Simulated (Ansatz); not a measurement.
Computed with Ansatz 0.2.0, DFT PBE, scalar-relativistic, plane waves, PAW. Settings: cutoff 420 eV, Γ-centred meshes spaced at most about 0.3 Å⁻¹, and about 0.25 Å⁻¹ or finer for metals (2π included), Gaussian smearing. No spin polarisation.

These are static total energies at zero pressure.

Two relaxed structures of In₃GaP₂:

A.

Space group P6/mmm (No. 191). a = 9.177 Å, b = 9.177 Å, c = 2.798 Å, α = 90.00°, β = 90.00°, γ = 120.00°
```csv
atom,site,symmetry,x,y,z
In,3f,mmm,0.5000,0.0000,0.0000
Ga,1a,6/mmm,0.0000,0.0000,0.0000
P,2c,-6m2,0.3333,0.6667,0.0000
```

B.

Space group P-4m2 (No. 115). a = 4.465 Å, b = 4.465 Å, c = 7.890 Å, α = 90.00°, β = 90.00°, γ = 90.00°
```
atom  site  symmetry       x       y       z
  In    1b      -4m2  0.5000  0.5000  0.0000
  In    1a      -4m2  0.0000  0.0000  0.0000
  In    1c      -4m2  0.5000  0.5000  0.5000
  Ga    1d      -4m2  0.0000  0.0000  0.5000
   P    2g      2mm.  0.0000  0.5000  0.3233
```

Question: Which is lower in energy, and by how much?

Answer: B is lower, by 0.46 eV/atom. A has space group P6/mmm (No. 191), 34.0 Å³/atom and no gap on its mesh; B has space group P-4m2 (No. 115), 26.2 Å³/atom and no gap. Counting P atoms around Ga and In (those within 1.25 times the shortest such distance or 1.15 times the sum of covalent radii; a plus sign parts nearer from farther groups; the shortest distance is added where it is long for a bond; a slash parts the counts of unlike sites), A has In 2, Ga 6+12 from 5.3 Å and B has In 4/4 from 3.4 Å, Ga 4. The denser one is the lower, and pressure would at first widen the difference. Even the lower one lies +0.09 eV/atom against the reference forms of the elements (uncorrected), so neither is stable at this level. In A, around In lie 2 P at 2.65 Å and 2 In at 2.80 Å; Ga is surrounded by 2 Ga at 2.80 Å; P has 3 In at 2.65 Å and 2 P at 2.80 Å. In B, In on its first site has 4 In at 3.16 Å and 4 P at 3.39 Å; Ga is surrounded by 4 P at 2.63 Å and 4 In at 3.16 Å; P is surrounded by 2 Ga at 2.63 Å, 2 In at 2.63 Å and 4 In at 3.39 Å; 2 more sites not described. Both come from invented guesses.

Cells relaxed within their symmetry can be saddle points.
